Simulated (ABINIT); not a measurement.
Wanted: the native input for an ABINIT 10.8.3 (patched build) run.

```yaml
Task: band structure
Functional: LDA-VWN
Potentials_or_basis: PseudoDojo NC SR LDA v0.4.1 standard
Cutoff: 1116 eV
k_mesh: 10 × 10 × 5
Occupations: fermi-dirac, width 0.05 eV
Spin: no spin polarisation
```

SiC (Moissanite):

```xyz
4
Lattice="3.0760 0.0000 0.0000 -1.5380 2.6639 0.0000 0.0000 0.0000 5.0480" Properties=species:S:1:pos:R:3 pbc="T T T"
Si    1.5380    0.8880    2.5240
Si    0.0000    1.7759    0.0000
C     1.5380    0.8880    4.4675
C     0.0000    1.7759    1.9435
```

One way to write it, as run:

run.abi

```
ndtset 2

pp_dirpath "./"
pseudos "Si.upf, C.upf"

acell 3.076 3.076 5.048 Angstrom
rprim
     1.0000000000     0.0000000000     0.0000000000
    -0.5000000000     0.8660254038     0.0000000000
     0.0000000000     0.0000000000     1.0000000000
ntypat 2
znucl 14 6
natom 4
typat 1 1 2 2
xred
     0.6666666667     0.3333333333     0.5000000000
     0.3333333333     0.6666666667     0.0000000000
     0.6666666667     0.3333333333     0.8850000000
     0.3333333333     0.6666666667     0.3850000000

ecut 41.0

ixc -1007

occopt 3
tsmear 0.00183747

nstep 100

iomode 3
prtwf 0
prteig 0
prtebands 0
enunit 1
prtden1 1

kptopt1 1
ngkpt1 10 10 5
nshiftk1 1
shiftk1 0.0 0.0 0.0
nband1 12
tolvrs1 1.0e-10

iscf2 -2
getden2 1
nband2 16
nbdbuf2 2
tolwfr2 1.0e-12
kptopt2 -7
ndivsm2 5
prteig2 1
kptbounds2
     0.0000000000     0.0000000000     0.0000000000
     0.5000000000     0.0000000000     0.0000000000
     0.3333333333     0.3333333333     0.0000000000
     0.0000000000     0.0000000000     0.0000000000
     0.0000000000     0.0000000000     0.5000000000
     0.5000000000     0.0000000000     0.5000000000
     0.3333333333     0.3333333333     0.5000000000
     0.0000000000     0.0000000000     0.5000000000
```

Potentials or basis: PseudoDojo NC SR LDA v0.4.1 standard.

Launch:

```console
$ abinit run.abi > log 2>&1
```

Results of the run:

- Pressure: -4.6 GPa
- Largest force: 0.730 eV/Å
- Band gap on the k mesh: 2.39 eV, indirect (least direct gap 4.00 eV)
- Band gap along the path: 2.23 eV, indirect (least direct gap 4.00 eV)
- Valence electrons inside the program's atomic spheres: Si 1.96; C 4.23

Caveat: the mesh misses the band edges, which the band path finds closer together.

Wall time 110 s on 1 thread of Arm Neoverse V1, with other jobs on the host, peak memory 0.11 GiB.
